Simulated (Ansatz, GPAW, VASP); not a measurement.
# Pt: 3 runs at one level of theory

```
CELL_PARAMETERS angstrom
0.00000 1.96090 1.96090
1.96090 0.00000 1.96090
1.96090 1.96090 0.00000
ATOMIC_POSITIONS crystal
Pt 0.00000 0.00000 0.00000
```

Alike in all runs: task single point; functional PBEsol; k mesh 12 × 12 × 12; occupations gaussian, width 0.02 eV; no spin polarisation; no spin-orbit coupling. Pressure is positive in compression and, in plane waves, holds the error of the finite cutoff.

```
                           program and potentials  plane-wave cutoff (eV)                                                             notes  band gap (eV)  pressure (GPa)
GPAW, PAW data sets generated for this functional                     600                           16 valence electrons an atom on average         no gap           -0.98
                   VASP, PBE PAW files Pt, 520 eV                     520  potentials made for PBE; 10 valence electrons an atom on average         no gap           -1.06
   Ansatz, all-electron LAPW, scalar-relativistic                       -                                                                 -         no gap           -0.68
```

None finds a gap. The pressure spans -1.06 (VASP, PBE PAW files Pt, 520 eV) to -0.68 GPa (Ansatz, all-electron LAPW, scalar-relativistic), with all-electron results at -0.68.

Differences between rows come from potentials, basis sets and numerical settings, since the functional is the same but for its coding. Runs on potential files found faulty are left out.
